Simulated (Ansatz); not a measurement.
Results of BLYP (PAW; Ansatz, a quantum-chemistry and plane-wave program) for zinc-blende ZnTe.

Numerical settings: plane-wave cutoff 520 eV, 10×10×10 k mesh, Fermi–Dirac smearing 0.01 eV, scalar-relativistic PAW data made under PBE.

Computed at the level's own relaxed cell.

**Question.** Predict the band gap, bulk modulus B0, pressure derivative B′ of the bulk modulus and equilibrium volume per atom.

**Answer.** 
- band gap: 0.68 eV
- bulk modulus B0: 35.8 GPa
- pressure derivative B′ of the bulk modulus: 4.7
- equilibrium volume per atom: 31.47 Å³/atom

Measured, for comparison: band gap 2.43 eV (zero-point renormalisation of 40 meV (experimental, the table's column) added back here, direct; inputs from Miglio et al. (2020), arXiv:2011.12765); bulk modulus 51 ± 3 GPa (room temperature, no zero-point or thermal correction; as tabulated in Determination of phase transition pressures of ZnTe under quasihydrostatic …); equilibrium volume per atom 28.42 Å³/atom (room temperature, no zero-point or thermal correction; as tabulated in Albrecht et al. (1997), arXiv:cond-mat/9706128). Computed (rounded) less measured: bulk modulus -30 %, equilibrium volume per atom +10.7 %.

Note: the cell is over a tenth larger than the published one: the level's own overestimate first of all, though another phase or state, or a fault of the published cell, is possible.

Spin–orbit coupling is not included; with these elements it can move the gap by several tenths of an eV or more.

Static lattice: no zero-point or thermal effects.
